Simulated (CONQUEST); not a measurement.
The system is CdSe.

```xyz
4
Lattice="4.3420 0.0000 0.0000 0.0000 4.3420 0.0000 0.0000 0.0000 6.1405" Properties=species:S:1:pos:R:3 pbc="T T T"
Cd    0.0000    0.0000    0.0000
Cd    2.1710    2.1710    3.0703
Se    0.0000    2.1710    4.6054
Se    2.1710    0.0000    1.5351
```

Measurements of this composition are mostly on another form, of space group No. 186.

Base run:

| Item | Value |
| --- | --- |
| Program | CONQUEST 1.3 |
| Functional | PBE |
| Potentials or basis | PseudoDojo NC PBE, DZP, grid cutoff 120 Ha |
| k mesh | 6 × 6 × 5 |
| Occupations | fermi-dirac, width 0.05 eV |
| Spin | no spin polarisation |

Its results: band gap on the k mesh 0.71 eV; pressure 2.1 GPa.

**Question.** The run is repeated on the same cell with these changes: potentials or basis from PseudoDojo NC PBE, DZP, grid cutoff 120 Ha to PseudoDojo NC PBE, DZ, grid cutoff 120 Ha. What comes out?

**Answer.** Band gap on the k mesh 0.40 eV; pressure 2.5 GPa.

Caveats: the basis of atomic orbitals isn't converged, which shifts pressures, moduli and gaps; the box holds several primitive cells, so bands are folded and the points are those of the box's own zone (some runs); the atomic basis is small (some runs); an odd mesh through Γ misses points on the zone boundary, where band edges often lie (some runs).
